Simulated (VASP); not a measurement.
Here is a VASP 6.6.1 calculation.

File INCAR:

```
SYSTEM = ZnS
PREC     = Accurate       ! precision mode
ENCUT    = 520            ! plane-wave cutoff, eV
EDIFF    = 1E-7           ! SCF threshold, eV
ISMEAR   = -1             ! smearing method
SIGMA    = 0.05           ! smearing width, eV
LREAL    = .False.        ! projectors in reciprocal space
LASPH    = .True.         ! aspherical terms in the spheres
NELM     = 100            ! most SCF steps
ALGO     = Normal         ! electronic algorithm
ISIF     = 2              ! what is computed and relaxed
LWAVE    = .False.        ! write WAVECAR
LCHARG   = .False.        ! write CHGCAR
GGA      = PS             ! functional
NBANDS   = 66             ! bands
```

Contents of KPOINTS:

```
regular mesh
0
Gamma
  8 8 2
  0 0 0
```

File POSCAR:

```
ZnS
1.0
    3.7854117516      0.0000000000      0.0000000000
   -1.8927058758      3.2782627406      0.0000000000
    0.0000000000      0.0000000000     18.5752955828
Zn S
6 6
Direct
    0.3333333333      0.6666666667      0.8332749599
    0.6666666667      0.3333333333      0.3332749599
    0.6666666667      0.3333333333      0.6668212117
    0.3333333333      0.6666666667      0.1668212117
    0.0000000000      0.0000000000      0.5000269992
    0.0000000000      0.0000000000      0.0000269992
    0.3333333333      0.6666666667      0.9581264996
    0.6666666667      0.3333333333      0.4581264996
    0.6666666667      0.3333333333      0.7916373376
    0.3333333333      0.6666666667      0.2916373376
    0.0000000000      0.0000000000      0.6251129921
    0.0000000000      0.0000000000      0.1251129921
```

Potentials or basis: VASP PAW PBE potentials, release 64 (Zn, S).

Command:

```console
$ cat potpaw_PBE.64/Zn/POTCAR potpaw_PBE.64/S/POTCAR > POTCAR
$ mpirun -np 1 vasp_std > vasp.out
```

Question: Predict the pressure.

Answer: 0.2 GPa.

Question: Predict the largest force.

Answer: 0.004 eV/Å.

Forces on the atoms (eV/Å):
```
Zn   0.000  0.000 -0.001
Zn   0.000  0.000 -0.001
Zn   0.000  0.000  0.004
Zn   0.000  0.000  0.004
Zn   0.000  0.000  0.000
Zn   0.000  0.000  0.000
S    0.000  0.000 -0.001
S    0.000  0.000 -0.001
S    0.000  0.000 -0.001
S    0.000  0.000 -0.001
S    0.000  0.000 -0.001
S    0.000  0.000 -0.001
```

Caveat: the PAW data sets were made with another functional, which shifts forces and pressure a little.

**Measured values to compare with.**

From a printed reference work, monograph, for a bulk crystal of ZnS at 4 K: band gap 3.911 eV (direct).

Measured gap of ZnS: 3.911 eV (direct; 4 K; a printed reference work, monograph). This calculation gives 2.12 eV (-1.79 eV). The value is that of PBEsol on a finite k mesh, which can miss the band edges, without temperature or zero-point motion. Semilocal functionals fall short of measured gaps as a rule.
